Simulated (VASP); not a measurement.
# ZrS2 (P-3m1) in VASP: settings compared, part 2 of 2

VASP 6.6.1.

## 4. Single point, PBEsol

INCAR reads:

```
PREC     = Accurate       # precision mode
ENCUT    = 520            # plane-wave cutoff, eV
EDIFF    = 1E-6           # SCF threshold, eV
ISMEAR   = 0              # smearing method
SIGMA    = 0.02           # smearing width, eV
LREAL    = False          # projectors in reciprocal space
LASPH    = True           # aspherical terms in the spheres
NELM     = 100            # most SCF steps
ALGO     = Normal         # electronic algorithm
ISIF     = 2              # what is computed and relaxed
LWAVE    = False          # write WAVECAR
LCHARG   = False          # write CHGCAR
GGA      = PS             # functional
NBANDS   = 19             # bands
```

KPOINTS reads:

```
Automatic mesh
0
Gamma
  9 9 6
```

POSCAR reads:

```
ZrS2
1.0
    3.6913825500      0.0000000000      0.0000000000
   -1.8456912700      3.1968310600      0.0000000000
    0.0000000000      0.0000000000      6.0410770100
Zr S
1 2
Direct
    0.0000000000      0.0000000000      0.0000000000
    0.6666666700      0.3333333300      0.7620900300
    0.3333333300      0.6666666700      0.2379099700
```

Potentials or basis: VASP PAW PBE potentials, release 64 (Zr_sv, S).

Launch:

```sh
> cat potpaw_PBE.64/Zr_sv/POTCAR potpaw_PBE.64/S/POTCAR > POTCAR
> mpirun -np 1 vasp_std > vasp.out
```

OUTCAR:

```text
PREC = Accurate
   ENCUT = 520
   EDIFF = 1E-6
   ISMEAR = 0
   LREAL = False
   LASPH = True
   NELM = 100
   ISIF = 2
   GGA = PS

 ion  position               nearest neighbor table
   1  0.000  0.000  0.000-   2 2.57   3 2.57   3 2.57   2 2.57   2 2.57   3 2.57
   2  0.667  0.333  0.762-   1 2.57   1 2.57   1 2.57
   3  0.333  0.667  0.238-   1 2.57   1 2.57   1 2.57

  LATTYP: Found a hexagonal cell.
 ALAT       =     3.6913825500
 C/A-ratio  =     1.6365350727

  Lattice vectors:

[... 195 lines left out ...]
      6      -7.1043      2.00000
[... 505 lines left out ...]
      6      -7.2665      2.00000
[... 11 lines left out ...]
     18      12.0549      0.00000
     19      12.1858      0.00000

 [... further k-points ...]
[... 5 lines left out ...]
  --------------------------------------------------------------------------------------
  -------------------------------------------------------------------------------------
  Total       -1.3770132     -1.3770132     -0.5650565     -0.0000000     -0.0000000     -0.0000000
  in kB      -30.9474994    -30.9474993    -12.6992864     -0.0000000     -0.0000000     -0.0000000
  external PRESSURE =     -24.8647617 kB  Pullay stress =       0.0000000 kB

 VOLUME and BASIS-vectors are now :
 -----------------------------------------------------------------------------
  energy-cutoff  :      520.00
  volume of cell :       71.29
      direct lattice vectors                 reciprocal lattice vectors
     3.691382550  0.000000000  0.000000000     0.270901210  0.156404886  0.000000000
    -1.845691270  3.196831060  0.000000000     0.000000000  0.312809774  0.000000000
     0.000000000  0.000000000  6.041077010     0.000000000  0.000000000  0.165533397

 POSITION                                       TOTAL-FORCE (eV/Angst)
 -----------------------------------------------------------------------------------
      0.00000      0.00000      0.00000         0.000000      0.000000      0.000000
      1.84569      1.06561      4.60384        -0.000000      0.000000      0.133903
     -0.00000      2.13122      1.43723         0.000000      0.000000     -0.133903
 -----------------------------------------------------------------------------------
    total drift:                               -0.000000     -0.000000      0.000000

  FREE ENERGIE OF THE ION-ELECTRON SYSTEM (eV)
  ---------------------------------------------------
  free  energy   TOTEN  =       -22.5365944536 eV

  energy  without entropy=      -22.5365944536  energy(sigma->0) =      -22.53659445
```

OSZICAR:

```text
N       E                     dE             d eps       ncg     rms          rms(c)
DAV:   1     0.165313353780E+03    0.16531E+03   -0.11901E+04  2356   0.116E+03
DAV:   2    -0.145283337059E+02   -0.17984E+03   -0.17545E+03  3031   0.273E+02
DAV:   3    -0.243552619977E+02   -0.98269E+01   -0.97787E+01  3857   0.588E+01
DAV:   4    -0.246073133089E+02   -0.25205E+00   -0.25158E+00  3414   0.808E+00
DAV:   5    -0.246130891891E+02   -0.57759E-02   -0.57744E-02  3426   0.108E+00    0.160E+01
DAV:   6    -0.226171421654E+02    0.19959E+01   -0.57800E+00  2644   0.136E+01    0.744E+00
DAV:   7    -0.225398347892E+02    0.77307E-01   -0.52568E-01  3224   0.394E+00    0.351E+00
DAV:   8    -0.225371044216E+02    0.27304E-02   -0.80484E-02  2944   0.166E+00    0.615E-01
DAV:   9    -0.225364884569E+02    0.61596E-03   -0.93882E-03  2860   0.607E-01    0.464E-01
DAV:  10    -0.225367311985E+02   -0.24274E-03   -0.29522E-03  2761   0.369E-01    0.297E-01
DAV:  11    -0.225365760272E+02    0.15517E-03   -0.53427E-04  2700   0.150E-01    0.533E-02
DAV:  12    -0.225365984628E+02   -0.22436E-04   -0.10291E-04  2645   0.514E-02    0.383E-02
DAV:  13    -0.225365945332E+02    0.39296E-05   -0.84243E-06  3000   0.147E-02    0.130E-02
DAV:  14    -0.225365944536E+02    0.79570E-07   -0.95513E-07  1967   0.452E-03
   1 F= -.22536594E+02 E0= -.22536594E+02  d E =-.391635E-36
```

stdout:

```text
POSCAR found type information on POSCAR ZrS
 POSCAR found :  2 types and       3 ions
 scaLAPACK will be used
 -----------------------------------------------------------------------------
|                                                                             |
|                                                                             |
|     You enforced a specific xc type in the INCAR file but a different       |
|     I HOPE YOU KNOW WHAT YOU ARE DOING!                                     |
|                                                                             |
 -----------------------------------------------------------------------------

 LDA part: xc-table for (Slater+PW92), standard interpolation
 POSCAR, INCAR and KPOINTS ok, starting setup
 FFT: planning ... GRIDC
 FFT: planning ... GRID_SOFT
 FFT: planning ... GRID
 WAVECAR not read
 entering main loop
```

It took 59 s on 1 thread of Intel Xeon Platinum 8488C (Sapphire Rapids), shared host; peak memory 0.22 GiB.

What came out:

| Quantity | Value |
| --- | --- |
| Free energy | -22.5366 eV |
| Pressure | -2.5 GPa |
| Largest force | 0.134 eV/Å |
| Band gap on the k mesh | 0.99 eV, indirect (least direct gap 1.59 eV) |

Forces in eV/Å, atoms in the order of the input:
```
Zr   0.000  0.000  0.000
S    0.000  0.000  0.134
S    0.000  0.000 -0.134
```

Stress tensor (GPa, compression positive):
```
-3.09  0.00  0.00
 0.00 -3.09  0.00
 0.00  0.00 -1.27
```

Levels at points of the mesh, in eV from the valence-band top:
| k point | band 10 | band 11 | band 12 | band 13 | band 14 | band 15 |
| --- | --- | --- | --- | --- | --- | --- |
| (0.00, 0.00, 0.00) | -0.08 | -0.08 | -0.05 | 1.54 | 1.54 | 2.38 |
| (0.00, 0.00, 0.50) | -1.61 | -0.18 | -0.18 | 1.51 | 1.51 | 2.69 |

Caveat: the PAW data sets were made with another functional, which shifts forces and pressure a little; an odd mesh through Γ misses points on the zone boundary, where band edges often lie; this functional lacks dispersion, which binds the layers, so the pressure and a relaxed spacing across them are unreliable.

## 5. Relaxation of cell and atoms, PBEsol

INCAR reads:

```
SYSTEM = ZrS2
ALGO     = Normal         ! electronic algorithm
EDIFF    = 1E-7           ! SCF threshold, eV
EDIFFG   = -0.005         ! ionic threshold
ENCUT    = 580            ! plane-wave cutoff, eV
GGA      = PS             ! functional
IBRION   = 2              ! ionic algorithm
ISIF     = 3              ! what is computed and relaxed
ISMEAR   = 0              ! smearing method
LASPH    = .True.         ! aspherical terms in the spheres
LCHARG   = .False.        ! write CHGCAR
LREAL    = .False.        ! projectors in reciprocal space
LWAVE    = .False.        ! write WAVECAR
NELM     = 100            ! most SCF steps
NSW      = 90             ! ionic steps
PREC     = Accurate       ! precision mode
SIGMA    = 0.02           ! smearing width, eV
```

KPOINTS reads:

```
k-points
0
Gamma
  9 9 6
  0 0 0
```

POSCAR is that of step 4.

Launch:

```sh
> cat potpaw_PBE.64/Zr_sv/POTCAR potpaw_PBE.64/S/POTCAR > POTCAR
> mpirun -np 1 vasp_std > vasp.out
```

Wall time 10 min (1 thread of Intel Xeon Platinum 8488C (Sapphire Rapids), shared host); peak memory 0.24 GiB.

It converged, with:

```yaml
Free_energy: -22.5610 eV
Relaxed_volume: 22.36 Å³/atom
Relaxed_cell: a = 3.627 Å, b = 3.627 Å, c = 5.886 Å, α = 90.00°, β = 90.00°, γ = 120.00°
Space_group_after_relaxing_to_0.05_Å: P-3m1 (No. 164)
Energy_gained_by_relaxing: 8.0 meV/atom
Ionic_steps: 18
Pressure_after_relaxing: 0.0 GPa
Largest_force_after_relaxing: 0.004 eV/Å
Band_gap_on_the_k_mesh: 0.81 eV, indirect (least direct gap 1.55 eV)
```

Forces in eV/Å, atoms in the order of the input:
```
Zr   0.000  0.000  0.000
S    0.000  0.000  0.004
S    0.000  0.000 -0.004
```

The path:
```
step  energy change (eV)  largest force (eV/Å)  pressure (GPa)  volume (Å³)
   1              0.0000                0.1349           -2.47        71.29
   2              0.0030                0.5412            3.12        67.58
   3             -0.0165                0.1769            0.07        69.48
   4             -0.0201                0.0945           -0.01        69.31
   5             -0.0209                0.0390           -0.07        69.19
   6             -0.0210                0.0297           -0.08        69.18
   7             -0.0212                0.0350           -0.03        69.05
   8             -0.0218                0.0515            0.14        68.67
   9             -0.0224                0.0845            0.48        67.91
  10             -0.0225                0.0824            0.47        67.89
  11             -0.0227                0.0764            0.43        67.85
  12             -0.0230                0.0639            0.36        67.76
  13             -0.0235                0.0395            0.23        67.59
  14             -0.0240                0.0091           -0.04        67.25
  15             -0.0240                0.0154           -0.07        67.20
  16             -0.0240                0.0135           -0.06        67.22
  17             -0.0240                0.0112           -0.05        67.18
  18             -0.0241                0.0044            0.00        67.07
```

Final structure:
```yaml
crystal:
  lattice:
    - [3.62722, 0.00000, 0.00000]
    - [-1.81361, 3.14127, 0.00000]
    - [0.00000, 0.00000, 5.88647]
  atoms:
    - { symbol: Zr, position: [0.00000, 0.00000, 0.00000] }
    - { symbol: S, position: [0.66667, 0.33333, 0.75285] }
    - { symbol: S, position: [0.33333, 0.66667, 0.24715] }
```

Levels at points of the mesh, in eV from the valence-band top:
```csv
k point,band 10,band 11,band 12,band 13,band 14,band 15
"(0.00, 0.00, 0.00)",-0.07,-0.07,-0.02,1.53,1.53,2.24
"(0.00, 0.00, 0.50)",-1.92,-0.21,-0.21,1.49,1.49,2.67
```

Caveat: the PAW data sets were made with another functional, which shifts forces and pressure a little; an odd mesh through Γ misses points on the zone boundary, where band edges often lie; this functional lacks dispersion, which binds the layers, so the pressure and a relaxed spacing across them are unreliable.

## 6. Relaxation of cell and atoms, RPBE

Changes to INCAR since step 5:

```diff
@@ -4,4 +4,4 @@
 EDIFFG   = -0.005         ! ionic threshold
-ENCUT    = 580            ! plane-wave cutoff, eV
-GGA      = PS             ! functional
+ENCUT    = 600            ! plane-wave cutoff, eV
+GGA      = RP             ! functional
 IBRION   = 2              ! ionic algorithm
```

KPOINTS is that of step 5.

POSCAR is that of step 5.

Potentials or basis: VASP PAW PBE potentials, release 64 (Zr_sv, S).

Launch:

```sh
> cat potpaw_PBE.64/Zr_sv/POTCAR potpaw_PBE.64/S/POTCAR > POTCAR
> mpirun -np 1 vasp_std > vasp.out
```

It took 25 min on 1 thread of Intel Xeon Platinum 8488C (Sapphire Rapids), shared host; peak memory 0.25 GiB.

It converged, with:

```
Free energy                            : -20.4977 eV
Relaxed volume                         : 29.86 Å³/atom
Relaxed cell                           : a = 3.718 Å, b = 3.718 Å, c = 7.484 Å, α = 90.00°, β = 90.00°, γ = 120.00°
Space group after relaxing (to 0.05 Å) : P-3m1 (No. 164)
Energy gained by relaxing              : 30.3 meV/atom
Ionic steps                            : 35
Pressure after relaxing                : 0.0 GPa
Band gap on the k mesh                 : 1.29 eV, indirect (least direct gap 1.74 eV)
```

Step by step:
| step | energy change (eV) | largest force (eV/Å) | pressure (GPa) | volume (Å³) |
| --- | --- | --- | --- | --- |
| 1 | 0.0000 | 0.1293 | 2.53 | 71.29 |
| 2 | -0.0019 | 0.5377 | -2.16 | 75.24 |
| 3 | -0.0164 | 0.2244 | 0.00 | 73.28 |
| 4 | -0.0231 | 0.2203 | 0.02 | 73.72 |
| 5 | -0.0399 | 0.2057 | 0.12 | 75.01 |
| 6 | -0.0610 | 0.1644 | 0.46 | 77.55 |
| 7 | -0.0668 | 0.0120 | 1.61 | 82.44 |
| 8 | -0.0702 | 0.0519 | 1.31 | 83.11 |
| 9 | -0.0768 | 0.1661 | 0.47 | 85.15 |
| 10 | -0.0760 | 0.3720 | -0.98 | 89.29 |
| 11 | -0.0789 | 0.2443 | -0.11 | 86.78 |
| 12 | -0.0818 | 0.2092 | -0.08 | 86.93 |
| 13 | -0.0880 | 0.1056 | 0.03 | 87.38 |
| 14 | -0.0896 | 0.0951 | 0.24 | 88.29 |
| 15 | -0.0906 | 0.0195 | 0.16 | 87.95 |
| 16 | -0.0907 | 0.0015 | 0.01 | 88.15 |
| 17 | -0.0907 | 0.0024 | 0.00 | 88.16 |
| 18 | -0.0907 | 0.0038 | 0.00 | 88.16 |
| 19 | -0.0907 | 0.0080 | 0.00 | 88.19 |
| 20 | -0.0907 | 0.0161 | -0.01 | 88.24 |
| 21 | -0.0907 | 0.0130 | -0.01 | 88.22 |
| 22 | -0.0907 | 0.0117 | 0.00 | 88.22 |
| 23 | -0.0907 | 0.0067 | 0.04 | 88.23 |
| 24 | -0.0907 | 0.0033 | 0.10 | 88.24 |
| 25 | -0.0907 | 0.0035 | 0.05 | 88.23 |
| 26 | -0.0907 | 0.0036 | 0.05 | 88.24 |
| 27 | -0.0907 | 0.0034 | 0.05 | 88.28 |
| 28 | -0.0908 | 0.0028 | 0.05 | 88.34 |
| 29 | -0.0908 | 0.0016 | 0.04 | 88.48 |
| 30 | -0.0909 | 0.0009 | 0.04 | 88.75 |
| 31 | -0.0909 | 0.0062 | 0.02 | 89.29 |
| 32 | -0.0909 | 0.0085 | 0.01 | 89.52 |
| 33 | -0.0909 | 0.0102 | -0.06 | 89.68 |
| 34 | -0.0909 | 0.0002 | -0.02 | 89.60 |
| 35 | -0.0909 | 0.0008 | 0.02 | 89.58 |

Final structure:
```
CELL_PARAMETERS angstrom
3.71774 0.00000 0.00000
-1.85887 3.21965 0.00000
0.00000 0.00000 7.48362
ATOMIC_POSITIONS crystal
Zr 0.00000 0.00000 0.00000
S 0.66667 0.33333 0.80630
S 0.33333 0.66667 0.19370
```

Levels at points of the mesh, in eV from the valence-band top:
```
           k point  band 9  band 10  band 11  band 12  band 13  band 14  band 15  band 16
(0.00, 0.00, 0.00)   -2.54    -0.53     0.00     0.00     1.74     1.74     2.60     5.17
(0.00, 0.00, 0.50)   -2.54    -0.86     0.00     0.00     1.74     1.74     2.76     5.19
```

Caveat: the volume moved by over 15 % at a fixed basis, so the end points are rough; the PAW data sets were made with another functional, which shifts forces and pressure a little; an odd mesh through Γ misses points on the zone boundary, where band edges often lie; this functional lacks dispersion, which binds the layers, so the pressure and a relaxed spacing across them are unreliable, and here the layers came unbound.

## 7. Overview

| task | level | cell | k mesh | cutoff (eV) | mesh quality | gap on the mesh (eV) | pressure (GPa) | relaxed volume (Å³/atom) |
| --- | --- | --- | --- | --- | --- | --- | --- | --- |
| relaxation of cell and atoms | PBEsol | relaxed | 9 × 9 × 6 | 300 | not flagged | 0.72 | 0.0 | 21.97 |
| relaxation of cell and atoms | PBEsol | relaxed | 3 × 3 × 2 | 600 | coarse | 1.10 | 0.0 | 23.06 |
| single point | PBEsol | as given | 9 × 9 × 6 | 520 | not flagged | 0.99 | -2.5 | - |
| relaxation of cell and atoms | PBEsol | relaxed | 9 × 9 × 6 | 580 | not flagged | 0.81 | 0.0 | 22.36 |
| relaxation of cell and atoms | RPBE | relaxed | 9 × 9 × 6 | 600 | not flagged | 1.29 | 0.0 | 29.86 |

Alike in all rows: potentials or basis VASP PAW PBE potentials, release 64 (Zr_sv, S); no spin polarisation; smearing gaussian 0.02 eV.

Caveats: some runs use coarse meshes; the PAW data sets were made with another functional, which shifts forces and pressure a little; an odd mesh through Γ misses points on the zone boundary, where band edges often lie; this functional lacks dispersion, which binds the layers, so the pressure and a relaxed spacing across them are unreliable (some runs); the cutoff is under 1.25 times the usual one of these potentials, so pressure, stress and relaxed cells hold a basis-set (Pulay) error (some runs); the volume moved by over 15 % at a fixed basis, so the end points are rough (some runs); this functional lacks dispersion, which binds the layers, so the pressure and a relaxed spacing across them are unreliable, and here the layers came unbound (some runs).

Total energies depend on the potentials used, so only differences within one code and one set of settings carry meaning.

## 8. Against experiment

Step 4. The gap isn't set beside the measured one, since this odd mesh misses points on the zone boundary.
